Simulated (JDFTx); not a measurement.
CaO under changes of volume

One of the cells (13.886 Å³/atom); the others are scaled copies at fixed shape and fractional positions:

```
Ca O
1.0
     0.00000    2.40356    2.40356
     2.40356    0.00000    2.40356
     2.40356    2.40356    0.00000
Ca O
1 1
Direct
  0.00000 0.00000 0.00000
  0.50000 0.50000 0.50000
```

The cell is a database's computed one.

* Program: JDFTx 1.7.0 (patched build)
* Functional: PBEsol
* Potentials or basis: PseudoDojo-SR-PBEsol-0.4.1-standard
* Cutoff: 1143 eV
* Density cutoff: 9143 eV
* k mesh: 10 × 10 × 10
* Occupations: fermi-dirac, width 0.05 eV
* Spin: no spin polarisation

```csv
volume (Å³/atom),energy over the lowest point (meV/atom),pressure (GPa),gap on the mesh (eV)
13.052,5.71,4.3,3.53
13.330,0.64,1.6,3.54
13.608,0.00,-0.8,3.55
13.886,3.33,-3.0,3.56
14.163,?,?,?
14.441,20.26,-6.7,3.57
14.719,33.17,-8.2,3.58
```

What does the run at 14.163 Å³/atom give?

Energy over the lowest point 10.21 meV/atom; pressure -4.9 GPa; gap on the mesh 3.57 eV.

Worked out: A Birch-Murnaghan fit of order 3 (a polynomial in V^(-2/3)) to the other rows has its minimum at 13.51 Å³/atom with B0 = V·E''(V) = 116 GPa and B' = 4.4. It gives 10.19 meV/atom at 14.163 Å³/atom, against the run's 10.21, and -dE/dV = -4.9 GPa, against -4.9. A straight line through the other rows of the gap, of slope 0.401 eV per unit of ln V, gives 3.56 eV, against the run's 3.57.

Energies are extrapolated to zero smearing.

A mesh can miss the band edges.
